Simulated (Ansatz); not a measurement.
**AgCl: levels along high-symmetry lines**

```
Ag Cl
1.0
     0.00000    3.02955    3.02955
     3.02955    0.00000    3.02955
     3.02955    3.02955    0.00000
Ag Cl
1 1
Direct
  0.00000 0.00000 0.00000
  0.25000 0.25000 0.25000
```

Atom numbers follow the list: Ag1, Cl2.

The cell was built from the zincblende type and relaxed in the same program, and has space group F-43m; it needn't be a known or the stable phase.

Computed with DFT, PBE, all-electron LAPW, scalar-relativistic in Ansatz 0.2.0.

Numerical set-up: a Γ-centred 11×11×11 k mesh, Fermi–Dirac smearing of 0.03 eV, basis error target 1 meV/atom, no spin polarisation.

Points in fractions of the reciprocal vectors of this cell: Γ (0, 0, 0), X (-0.5, -0.5, 0), U (-0.375, -0.375, 0.25), K (-0.375, 0, 0.375), L (0, 0, 0.5), W (-0.5, -0.25, 0.25). The path joins them by straight lines in the order Γ–X–U–K–Γ–L–W–X; legs that retrace an earlier one aren't tabulated. Energies are in eV from the top of the valence band.

Question: Metal or insulator at this level of theory?

Answer: An insulator or semiconductor: gap 1.30 eV, direct at Γ.

Question: Tabulate bands 14 to 19, counted from the lowest band of the run, along the path.

Answer: 
```csv
k (1/Å),point,band 14,band 15,band 16,band 17,band 18,band 19
0.00,Γ,-2.02,0.00,0.00,0.00,1.30,8.06
0.15,,-2.01,-0.14,-0.06,-0.06,1.54,7.82
0.30,,-1.99,-0.41,-0.22,-0.22,2.10,7.29
0.44,,-1.96,-0.69,-0.47,-0.47,2.80,6.70
0.59,,-1.93,-0.98,-0.74,-0.74,3.52,6.19
0.74,,-1.90,-1.26,-1.00,-1.00,4.17,5.78
0.89,,-1.89,-1.51,-1.20,-1.20,4.66,5.48
1.04,X,-1.88,-1.63,-1.27,-1.27,4.87,5.34
1.09,,-1.88,-1.65,-1.26,-1.26,4.89,5.34
1.14,,-1.89,-1.69,-1.26,-1.24,4.95,5.35
1.19,,-1.90,-1.75,-1.25,-1.21,5.04,5.36
1.25,,-1.91,-1.80,-1.25,-1.17,5.14,5.39
1.30,,-1.92,-1.82,-1.26,-1.11,5.22,5.47
1.35,,-1.94,-1.80,-1.26,-1.05,5.23,5.60
1.40,U,-1.95,-1.77,-1.27,-0.99,5.21,5.76
1.49,,-1.95,-1.75,-1.30,-0.95,5.20,5.89
1.59,,-1.94,-1.73,-1.35,-0.91,5.20,6.08
1.68,,-1.92,-1.72,-1.39,-0.89,5.20,6.25
1.77,,-1.92,-1.72,-1.39,-0.89,5.20,6.25
1.86,,-1.94,-1.73,-1.35,-0.91,5.20,6.08
1.95,,-1.95,-1.75,-1.30,-0.95,5.20,5.89
2.04,K,-1.95,-1.77,-1.27,-0.99,5.21,5.76
2.20,,-2.00,-1.65,-1.28,-0.77,4.95,6.29
2.35,,-2.00,-1.55,-1.15,-0.55,4.41,6.78
2.51,,-1.96,-1.32,-0.89,-0.35,3.68,6.86
2.67,,-1.98,-0.96,-0.56,-0.19,2.89,6.99
2.82,,-2.00,-0.57,-0.26,-0.08,2.16,7.34
2.98,,-2.01,-0.20,-0.07,-0.02,1.56,7.81
3.14,Γ,-2.02,0.00,0.00,0.00,1.30,8.06
3.27,,-2.02,-0.15,-0.02,-0.02,1.48,7.89
3.40,,-2.02,-0.47,-0.09,-0.09,1.91,7.50
3.52,,-2.02,-0.85,-0.19,-0.19,2.43,7.09
3.65,,-2.01,-1.23,-0.31,-0.31,2.95,6.79
3.78,,-1.99,-1.56,-0.42,-0.42,3.38,6.65
3.91,,-1.97,-1.79,-0.50,-0.50,3.65,6.64
4.04,L,-1.96,-1.88,-0.54,-0.54,3.74,6.65
4.14,,-1.96,-1.87,-0.59,-0.56,3.83,6.65
4.25,,-1.96,-1.84,-0.73,-0.61,4.08,6.62
4.35,,-1.96,-1.81,-0.92,-0.69,4.43,6.55
4.46,,-1.95,-1.77,-1.13,-0.78,4.80,6.44
4.56,,-1.93,-1.73,-1.34,-0.87,5.13,6.31
4.67,,-1.87,-1.70,-1.54,-0.93,5.36,6.20
4.77,W,-1.81,-1.70,-1.66,-0.95,5.44,6.16
4.84,,-1.81,-1.75,-1.60,-0.96,5.44,6.04
4.92,,-1.82,-1.80,-1.52,-0.99,5.42,5.77
4.99,,-1.87,-1.79,-1.44,-1.04,5.40,5.49
5.07,,-1.91,-1.76,-1.37,-1.10,5.23,5.38
5.14,,-1.90,-1.72,-1.32,-1.17,5.04,5.35
5.21,,-1.88,-1.66,-1.28,-1.24,4.91,5.34
5.29,X,-1.88,-1.63,-1.27,-1.27,4.87,5.34
```
